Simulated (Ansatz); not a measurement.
NiSb (Breithauptite) under changes of volume

One of the cells (17.103 Å³/atom); the others are scaled copies at fixed shape and fractional positions:

```
CELL_PARAMETERS angstrom
3.92800 0.00000 0.00000
-1.96400 3.40175 0.00000
0.00000 0.00000 5.12000
ATOMIC_POSITIONS crystal
Sb 0.66667 0.33333 0.75000
Sb 0.33333 0.66667 0.25000
Ni 0.00000 0.00000 0.50000
Ni 0.00000 0.00000 0.00000
```

- Program: Ansatz 0.2.0
- Functional: PBE
- Potentials or basis: all-electron LAPW, scalar-relativistic
- Cutoff: 291 eV (chosen from the basis error)
- Basis error allowed: 0.001 eV/atom
- k mesh: 8 × 8 × 5
- Occupations: fermi-dirac, width 0.05 eV
- Spin: collinear spin, ferromagnetic start
- Starting moments: [0.0, 0.0, 1.0, 1.0] μB

```csv
volume (Å³/atom),energy over the lowest point (meV/atom),pressure (GPa)
16.077,56.92,13.1
16.419,?,?
16.761,15.89,6.5
17.103,5.24,3.7
17.446,0.16,1.3
17.788,0.00,-0.9
18.130,4.18,-2.8
```

**Question.** What does the run at 16.419 Å³/atom give?

**Answer.** Energy over the lowest point 32.85 meV/atom; pressure 9.6 GPa.

Worked out: A Birch-Murnaghan fit of order 3 (a polynomial in V^(-2/3)) to the other rows has its minimum at 17.63 Å³/atom with B0 = V·E''(V) = 111 GPa and B' = 5.4 at fixed shape and positions, which overstates the stiffness. It gives 32.83 meV/atom at 16.419 Å³/atom, against the run's 32.85, and -dE/dV = 9.5 GPa, against 9.6.

Energies are extrapolated to zero smearing.

Caveats: the starting moments weren't kept.
